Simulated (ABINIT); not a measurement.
# PtS2 (P-3m1) in ABINIT: notebook

The runs below take PtS2 through band structure, equation of state, with SOGGA, PBE.

Program: ABINIT 10.8.3 (patched build). These are calculated values, not measurements. Logs are shortened: lines on timing, memory, paths and dates and some standing lists are left out, and cuts for length are marked. The log counts tension as positive stress, the text compression.

**1. Starting point**

The structure is trigonal, space group P-3m1 (No. 164). The conventional cell has a = 3.543 Å, b = 3.543 Å, c = 5.039 Å, α = 90.00°, β = 90.00°, γ = 120.00°. Pt (site symmetry -3m) has 6 S at 2.34 Å as nearest neighbours. Around S (site symmetry 3m) lie 3 Pt at 2.34 Å.

**2. Band structure, SOGGA**

run.abi

```
ndtset 2

pp_dirpath "./"
pseudos "Pt.GGA_PBE-JTH.xml, S.GGA_PBE-JTH.xml"

acell 3.5432 3.5432 5.0388 Angstrom
rprim
     1.0000000000     0.0000000000     0.0000000000
    -0.5000000000     0.8660254038     0.0000000000
     0.0000000000     0.0000000000     1.0000000000
ntypat 2
znucl 78 16
natom 3
typat 1 2 2
xred
     0.0000000000     0.0000000000     0.0000000000
     0.6666666667     0.3333333333     0.7730000000
     0.3333333333     0.6666666667     0.2270000000

ecut 20.0
pawecutdg 40.0

ixc -150130

occopt 3
tsmear 0.05 eV

nstep 100

iomode 3
prtwf 0
prteig 0
prtebands 0
enunit 1
prtden1 1
prtvha1 1
prtvclmb1 1
prtpot1 1

kptopt1 1
ngkpt1 9 9 5
nshiftk1 1
shiftk1 0.0 0.0 0.0
nband1 15
tolvrs1 1.0e-9

iscf2 -2
getden2 1
nband2 19
nbdbuf2 2
tolwfr2 1.0e-12
kptopt2 -7
ndivsm2 8
prteig2 1
kptbounds2
     0.0000000000     0.0000000000     0.0000000000
     0.5000000000     0.0000000000     0.0000000000
     0.3333333333     0.3333333333     0.0000000000
     0.0000000000     0.0000000000     0.0000000000
     0.0000000000     0.0000000000     0.5000000000
     0.5000000000     0.0000000000     0.5000000000
     0.3333333333     0.3333333333     0.5000000000
     0.0000000000     0.0000000000     0.5000000000
```

Potentials or basis: JTH PAW PBE v2.0.

Started as:

```sh
> abinit run.abi > log 2>&1
```

run.abo:

```text
.Version 10.8.3 of ABINIT
 DATASET    1 : space group P-3 m 1 (#164); Bravais hP (primitive hexag.)
================================================================================
 Values of the parameters that define the memory need for DATASET  1.
     intxc =       0    ionmov =       0      iscf =      17    lmnmax =      18
     lnmax =       6     mgfft =      40  mpssoang =       3    mqgrid =    3001
     natom =       3  nloc_mem =       2    nspden =       1   nspinor =       1
    nsppol =       1      nsym =      12    n1xccc =       1    ntypat =       2
    occopt =       3   xclevel =       2
       mpw =        1597          nfft =       36000          nkpt =          50
 PAW method is used; the additional fine FFT grid is defined by:
   mgfftf=        60    nfftf =     96000
================================================================================
================================================================================

 DATASET    2 : space group P-3 m 1 (#164); Bravais hP (primitive hexag.)
================================================================================
 Values of the parameters that define the memory need for DATASET  2.
     intxc =       0    ionmov =       0      iscf =      -2    lmnmax =      18
     lnmax =       6     mgfft =      40  mpssoang =       3    mqgrid =    3001
     natom =       3  nloc_mem =       2    nspden =       1   nspinor =       1
    nsppol =       1      nsym =      12    n1xccc =       1    ntypat =       2
    occopt =       3   xclevel =       2
       mpw =        1598          nfft =       36000          nkpt =          85
 PAW method is used; the additional fine FFT grid is defined by:
   mgfftf=        60    nfftf =     96000
================================================================================
================================================================================

--------------------------------------------------------------------------------
------------- Echo of variables that govern the present computation ------------
--------------------------------------------------------------------------------
 -outvars: echo values of preprocessed input variables --------
            acell      6.6956776093E+00  6.6956776093E+00  9.5219520032E+00 Bohr
              amu      1.95080000E+02  3.20660000E+01
             ecut      2.00000000E+01 Hartree
           enunit           1
           getden1          0
           getden2          1
             iscf1         17
             iscf2         -2
                       outvar_i_n : Printing only first  50 k-points.
              ixc     -150130
           jdtset        1    2
                       outvar_i_n : Printing only first  50 k-points.
           kptopt1          1
           kptopt2         -7
         kptrlatt        9    0    0      0    9    0      0    0    5
          kptrlen1     4.76097600E+01
          kptrlen2     3.00000000E+01
            natom           3
            nband1         15
            nband2         19
           nbdbuf1          0
           nbdbuf2          2
           ndtset           2
           ndivsm1          0
           ndivsm2          8
            ngfft          30      30      40
          ngfftdg          40      40      60
             nkpt1         50
             nkpt2         85
            nstep         100
             nsym          12
           ntypat           2
           occopt           3
        pawecutdg      4.00000000E+01 Hartree
         pawxcdev           0
        prtebands           0
           prteig1          0
           prteig2          1
           prtpot1          1
           prtpot2          0
         prtvclmb1          1
         prtvclmb2          0
           prtvha1          1
           prtvha2          0
            prtwf           0
            rprim      1.0000000000E+00  0.0000000000E+00  0.0000000000E+00
                      -5.0000000000E-01  8.6602540380E-01  0.0000000000E+00
                       0.0000000000E+00  0.0000000000E+00  1.0000000000E+00
           shiftk1     0.00000000E+00  0.00000000E+00  0.00000000E+00
           shiftk2     5.00000000E-01  5.00000000E-01  5.00000000E-01
          spgroup         164
           tolvrs1     1.00000000E-09
           tolvrs2     0.00000000E+00
           tolwfr1     0.00000000E+00
           tolwfr2     1.00000000E-12
           tsmear      1.83746611E-03 Hartree
            typat      1  2  2
           useylm           1
[... 261 lines left out ...]
  6.82E-13  8.90E-13  5.05E-13  4.43E-13  2.72E-13  4.39E-13  9.49E-13  4.86E-13
  7.87E-13  1.40E-04  1.74E-06
 -3.2959E-01 -2.0726E-01 -1.6108E-02 -1.6108E-02 -1.2012E-02  9.6699E-02
  9.6699E-02  1.7812E-01  2.0395E-01  2.0395E-01  2.4153E-01  3.3368E-01
  3.3368E-01  4.1321E-01  4.4911E-01  5.2892E-01  5.2892E-01  6.8043E-01
  7.0351E-01
 Non-SCF case, kpt    2 (  0.03571  0.00000  0.00000), residuals and eigenvalues=
  5.42E-13  7.88E-13  6.66E-13  4.11E-13  6.09E-13  9.59E-13  5.55E-13  3.42E-13
  5.48E-13  7.76E-13  4.70E-13  7.97E-13  3.72E-13  4.47E-13  8.00E-13  8.65E-13
[... 655 lines left out ...]
  8.13E-13  4.61E-13  9.62E-13  8.09E-13  4.84E-13  6.25E-13  7.09E-13  8.40E-13
  8.97E-13  3.58E-11  1.07E-05
 -3.1865E-01 -2.3353E-01 -1.5545E-02 -1.4926E-02  3.6279E-02  9.4850E-02
  9.5206E-02  1.5419E-01  1.8897E-01  1.9751E-01  2.1791E-01  3.4686E-01
  3.4962E-01  4.4189E-01  5.0610E-01  5.1965E-01  5.2023E-01  5.8493E-01
  6.5010E-01
 Non-SCF case, kpt   85 (  0.00000  0.00000  0.50000), residuals and eigenvalues=
  6.86E-13  8.15E-13  6.51E-13  7.99E-13  5.34E-13  6.50E-13  7.82E-13  8.85E-13
  6.25E-13  7.79E-13  9.30E-13  4.90E-13  4.17E-13  7.48E-13  6.58E-13  7.75E-13
  6.83E-13  3.36E-09  3.33E-08
 -3.1931E-01 -2.3340E-01 -1.5370E-02 -1.5370E-02  3.5865E-02  9.5832E-02
  9.5832E-02  1.5260E-01  1.9701E-01  1.9701E-01  2.1092E-01  3.5128E-01
  3.5128E-01  4.3845E-01  5.0954E-01  5.1699E-01  5.1699E-01  5.8804E-01
  6.4931E-01

--- !ResultsGS
iteration_state: {dtset: 2, }
comment   : Summary of ground state results
lattice_vectors:
- [  6.6956776,   0.0000000,   0.0000000, ]
- [ -3.3478388,   5.7986269,   0.0000000, ]
- [  0.0000000,   0.0000000,   9.5219520, ]
lattice_lengths: [   6.69568,    6.69568,    9.52195, ]
lattice_angles: [ 90.000,  90.000, 120.000, ] # degrees, (23, 13, 12)
lattice_volume:   3.6969680E+02
convergence: {deltae:  0.000E+00, res2:  0.000E+00, residm:  9.995E-13, diffor:  0.000E+00, }
etotal    :  -4.76449140E+01
entropy   :   0.00000000E+00
fermie    :   2.61878179E-01
cartesian_stress_tensor: null
pressure_GPa: null
xred      :
- [  0.0000E+00,   0.0000E+00,   0.0000E+00, Pt]
- [  6.6667E-01,   3.3333E-01,   7.7300E-01,  S]
- [  3.3333E-01,   6.6667E-01,   2.2700E-01,  S]
cartesian_forces: null
force_length_stats: {min: null, max: null, mean: null, }
...

 Integrated electronic density in atomic spheres:
 ------------------------------------------------
 Atom  Sphere_radius  Integrated_density
    1        2.51622          8.89408301
    2        1.90380          3.55124537
    3        1.90380          3.55124537

================================================================================

 ----iterations are completed or convergence reached----

 Mean square residual over all n,k,spin=   69.733E-14; max=  99.954E-14
 reduced coordinates (array xred) for    3 atoms
       0.000000000000      0.000000000000      0.000000000000
       0.666666666667      0.333333333333      0.773000000000
       0.333333333333      0.666666666667      0.227000000000

 cartesian coordinates (angstrom) at end:
    1      0.00000000000000     0.00000000000000     0.00000000000000
    2      1.77160000000000     1.02283373691472     3.89499240000000
    3      0.00000000000000     2.04566747382944     1.14380760000000
 length scales=  6.695677609316  6.695677609316  9.521952003224 bohr
              =  3.543200000000  3.543200000000  5.038800000000 angstroms
 Eigenvalues (   eV  ) for nkpt=  85  k points:
 kpt#   1, nband= 19, wtk=  1.00000, kpt=  0.0000  0.0000  0.0000 (reduced coord)
  -8.96873   -5.63995   -0.43832   -0.43832   -0.32687    2.63132    2.63132    4.84684
   5.54971    5.54971    6.57238    9.07988    9.07988   11.24406   12.22097   14.39263
  14.39263   18.51552   19.14341
 kpt#   2, nband= 19, wtk=  1.00000, kpt=  0.0357  0.0000  0.0000 (reduced coord)
  -8.95117   -5.65177   -0.42617   -0.42355   -0.30970    2.60705    2.61686    4.78735
   5.54746    5.55258    6.58818    8.97691    9.06297   11.36483   12.29293   14.34190
  14.45103   18.39733   18.96237
 kpt#   3, nband= 19, wtk=  1.00000, kpt=  0.0714  0.0000  0.0000 (reduced coord)
  -8.89881   -5.68636   -0.39024   -0.38103   -0.25770    2.53327    2.57585    4.62490
   5.53673    5.55673    6.62702    8.73112    9.01832   11.65665   12.49907   14.21571
  14.61796   18.04197   18.65675
 kpt#   4, nband= 19, wtk=  1.00000, kpt=  0.1071  0.0000  0.0000 (reduced coord)
  -8.81259   -5.74122   -0.33193   -0.31564   -0.16936    2.40688    2.51527    4.39742
   5.51107    5.55033    6.66098    8.44937    8.96289   11.99365   12.80497   14.09032
  14.87751   17.51274   18.22511
 kpt#   5, nband= 19, wtk=  1.00000, kpt=  0.1429  0.0000  0.0000 (reduced coord)
[... 309 lines left out ...]
   4.51047    5.46311    6.37390    8.73877    9.18787   12.55454   13.41825   14.56223
  14.59123   15.52527   17.61610
 kpt#  83, nband= 19, wtk=  1.00000, kpt=  0.0417  0.0417  0.5000 (reduced coord)
  -8.61773   -6.36527   -0.43531   -0.37057    1.01987    2.50566    2.53765    4.32012
   4.80237    5.41207    6.18470    9.13334    9.38367   12.25723   13.60072   14.33011
  14.33974   15.71826   17.73632
 kpt#  84, nband= 19, wtk=  1.00000, kpt=  0.0208  0.0208  0.5000 (reduced coord)
  -8.67096   -6.35467   -0.42301   -0.40615    0.98719    2.58100    2.59070    4.19582
   5.14226    5.37456    5.92957    9.43856    9.51367   12.02456   13.77162   14.14053
  14.15626   15.91683   17.69019
 kpt#  85, nband= 19, wtk=  1.00000, kpt=  0.0000  0.0000  0.5000 (reduced coord)
  -8.68883   -6.35109   -0.41823   -0.41823    0.97595    2.60773    2.60773    4.15254
   5.36080    5.36080    5.73939    9.55887    9.55887   11.93091   13.86529   14.06805
  14.06805   16.00130   17.66857

== END DATASET(S) ==============================================================
================================================================================

 -outvars: echo values of variables after computation  --------
            acell      6.6956776093E+00  6.6956776093E+00  9.5219520032E+00 Bohr
           etotal1    -4.7644913955E+01
            fcart1     5.3619571317E-29  2.7861546540E-28 -0.0000000000E+00
                      -1.0723914263E-28  0.0000000000E+00 -1.8573122646E-02
                       5.3619571317E-29 -2.7861546540E-28  1.8573122646E-02
            rprim      1.0000000000E+00  0.0000000000E+00  0.0000000000E+00
                      -5.0000000000E-01  8.6602540380E-01  0.0000000000E+00
                       0.0000000000E+00  0.0000000000E+00  1.0000000000E+00
           strten1    -2.0285821689E-04 -2.0285821711E-04 -1.7490040714E-04
                       0.0000000000E+00  0.0000000000E+00  0.0000000000E+00
           xangst      0.0000000000E+00  0.0000000000E+00  0.0000000000E+00
                       1.7716000000E+00  1.0228337369E+00  3.8949924000E+00
                       9.2809962437E-17  2.0456674738E+00  1.1438076000E+00
             xred      0.0000000000E+00  0.0000000000E+00  0.0000000000E+00
                       6.6666666667E-01  3.3333333333E-01  7.7300000000E-01
                       3.3333333333E-01  6.6666666667E-01  2.2700000000E-01
 Calculation completed.
```

It took 2.4 min on 1 thread of Arm Neoverse V2, shared host; peak memory 0.16 GiB.

What came out:

- Free energy: -1296.4842 eV
- Pressure: 5.7 GPa
- Largest force: 0.955 eV/Å
- Band gap on the k mesh: 0.92 eV, indirect (least direct gap 0.94 eV)
- Band gap along the path: 0.90 eV, indirect (least direct gap 1.48 eV)
- Valence electrons inside the program's atomic spheres: Pt 8.89; S 3.55

Forces in eV/Å, atoms in the order of the input:
```
Pt   0.000  0.000  0.000
S    0.000  0.000 -0.955
S    0.000  0.000  0.955
```

Levels at the corners of the path, in eV from the valence-band top:
| point | band 8 | band 9 | band 10 | band 11 | band 12 | band 13 | band 14 | band 15 |
| --- | --- | --- | --- | --- | --- | --- | --- | --- |
| Γ | -1.83 | -1.13 | -1.13 | -0.10 | 2.40 | 2.40 | 4.57 | 5.55 |
| M | -3.37 | -3.28 | -3.05 | -2.39 | 1.70 | 2.80 | 5.36 | 6.34 |
| K | -3.72 | -2.74 | -1.53 | -1.53 | 0.95 | 0.95 | 5.53 | 7.90 |
| Γ | -1.83 | -1.13 | -1.13 | -0.10 | 2.40 | 2.40 | 4.57 | 5.55 |
| A | -2.52 | -1.31 | -1.31 | -0.94 | 2.88 | 2.88 | 5.26 | 7.19 |
| L | -3.31 | -3.15 | -2.77 | -1.38 | 2.03 | 2.30 | 5.22 | 5.36 |
| H | -3.64 | -3.59 | -1.92 | -1.92 | 2.18 | 2.18 | 7.17 | 7.77 |
| A | -2.52 | -1.31 | -1.31 | -0.94 | 2.88 | 2.88 | 5.26 | 7.19 |

Caveat: the PAW data sets were made with another functional, which shifts forces and pressure a little; spin-orbit coupling is left out, which moves the levels of the heavy elements.

**3. Equation of state, PBE**

run.abi

```
# Datasets: one volume each
ndtset 7
getwfk -1
scalecart1 3*0.9795861087
scalecart2 3*0.9864848297
scalecart3 3*0.9932883884
scalecart4 3*1.0000000000
scalecart5 3*1.0066227096
scalecart6 3*1.0131594038
scalecart7 3*1.0196128224

# Pseudopotentials
pp_dirpath "./"
pseudos "Pt.GGA_PBE-JTH.xml, S.GGA_PBE-JTH.xml"

# Structure
acell 6.6956776048 6.6956776048 9.5219519968
rprim
     1.0000000000     0.0000000000     0.0000000000
    -0.5000000000     0.8660254038     0.0000000000
     0.0000000000     0.0000000000     1.0000000000
ntypat 2
znucl 78 16
natom 3
typat 1 2 2
xred
     0.0000000000     0.0000000000     0.0000000000
     0.6666666667     0.3333333333     0.7730000000
     0.3333333333     0.6666666667     0.2270000000

# Plane-wave basis
ecut 15.0
pawecutdg 30.0

# k points
kptopt 1
ngkpt 9 9 5
nshiftk 1
shiftk 0.0 0.0 0.0

# Exchange and correlation
ixc 11

# Bands and occupations
nband 15
occopt 3
tsmear 0.00183747

# SCF cycle
nstep 100
tolvrs 1.0e-9

# Output
iomode 3
prtwf 1
prtden 0
prteig 0
prtebands 0
```

Potentials or basis: JTH PAW PBE v2.0.

Started as:

```sh
> abinit run.abi > log 2>&1
```

Run time: 3.5 min. Hardware: 1 thread of Arm Neoverse V2, shared host; peak memory 0.15 GiB.

Results (log left out):

| Quantity | Value |
| --- | --- |
| Equilibrium volume | 19.87 Å³/atom (rough: see the caveat) |
| Bulk modulus at fixed shape and positions | 123 GPa (rough) |

Energy against volume, from the lowest point:
```csv
volume (Å³/atom),energy (meV/atom)
17.165,183.23
17.531,130.11
17.896,87.35
18.261,53.91
18.626,28.70
18.992,11.00
19.357,0.00
```

Caveat: the cutoff is too short for stress, so the log's stress isn't used; pressures at fixed basis lie under the slope of the energies; the minimum lies outside the volumes run; the cell was scaled at fixed shape and fractional positions, which overstates the stiffness of a crystal with free parameters, most of all of layers and chains; the atomic spheres overlap. The run has no spin-orbit coupling, so splittings on Pt are missing.
